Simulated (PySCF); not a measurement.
1,3-cyclohexadiene: 4 charge schemes on one density

Compound: 1,3-cyclohexadiene, C₆H₈.
Structure used (PBE0-D3(BJ)/def2-SVP), in Å, numbered top down from 1:
```xyz
14
C6H8 angstrom
C      1.3700    0.6838   -0.3171
C      0.2060    1.3090   -0.5630
C     -1.0925    0.5619   -0.4469
C     -1.0239   -0.5360    0.6119
C      0.2586   -1.3144    0.5272
C      1.3851   -0.7175    0.1019
H      2.3215    1.2061   -0.4495
H      0.1945    2.3455   -0.9132
H     -1.9251    1.2489   -0.2307
H     -1.3206    0.1126   -1.4350
H     -1.0866   -0.0837    1.6226
H     -1.8961   -1.2024    0.5273
H      0.2766   -2.3507    0.8778
H      2.3326   -1.2632    0.0867
```

Density: PBE0/pcSseg-1 (PySCF); schemes: Mulliken, IAO, Hirshfeld and ESP-fitted. The structure is a single PBE0-D3(BJ)/def2-SVP conformer in the gas phase; no vibrational or solvent corrections.

Question: Atoms with like bonding are taken together and averaged. At which atom do the 4 schemes differ most?

Answer: At C3/C4: from -0.259 (IAO) to +0.031 e (ESP-fitted), 0.290 e apart.

Question: Do the Mulliken, IAO, Hirshfeld and ESP-fitted schemes agree on where the charge is lowest?

Answer: The schemes don't all agree: Mulliken C3/C4 (-0.181); IAO C3/C4 (-0.259); Hirshfeld C3/C4 (-0.067); ESP-fitted C2/C5 (-0.195).

Question: Do the Mulliken, IAO, Hirshfeld and ESP-fitted schemes agree on where the charge is highest?

Answer: The schemes don't all agree: Mulliken H9/H10/H11/H12 (+0.131); IAO H7/H14 (+0.147); Hirshfeld H7/H14 and H8/H13 (+0.045); ESP-fitted H7/H14 (+0.138).

Question: Tabulate the Mulliken, IAO, Hirshfeld and ESP-fitted charges.

Answer: In e; atoms taken as equivalent share a row and are averaged (×n: the atom named and its like, n in all):

```csv
atom,environment,Mulliken,IAO,Hirshfeld,ESP-fitted
C1/C6,alkene CH carbon,-0.111,-0.170,-0.062,-0.164
C2/C5,alkene CH carbon,-0.169,-0.144,-0.042,-0.195
C3/C4,allylic carbon,-0.181,-0.259,-0.067,+0.031
H7/H14,vinylic hydrogen,+0.097,+0.147,+0.045,+0.138
H8/H13,vinylic hydrogen,+0.102,+0.144,+0.045,+0.121
H9/H10/H11/H12,methylene hydrogen,+0.131,+0.141,+0.040,+0.034
```

Mean size of the charges over all atoms: IAO 0.163 e, Mulliken 0.132 e, ESP-fitted 0.103 e, Hirshfeld 0.049 e. Each set sums to the total charge, 0, to within 0.001 e. The Hirshfeld scheme weights the molecular density at each point by an atom's share of the summed free-atom densities. The ESP scheme is a least-squares fit of atom-centred charges to the potential on four shells outside the van der Waals surface, with the total charge fixed.

Some averages cover members that differ in this geometry: C1/C6, ESP-fitted -0.187 to -0.140; C2/C5, ESP-fitted -0.208 to -0.182 e.

Question: Sum the charges by element.

Answer: 
```tsv
element	atoms	Mulliken	IAO	Hirshfeld	ESP-fitted
C	6	-0.923	-1.144	-0.342	-0.655
H	8	+0.923	+1.144	+0.342	+0.655
```

Question: How many electrons does the IAO scheme count on C5?

Answer: Its own charge is -0.144 e, so Z − q = 6.144.
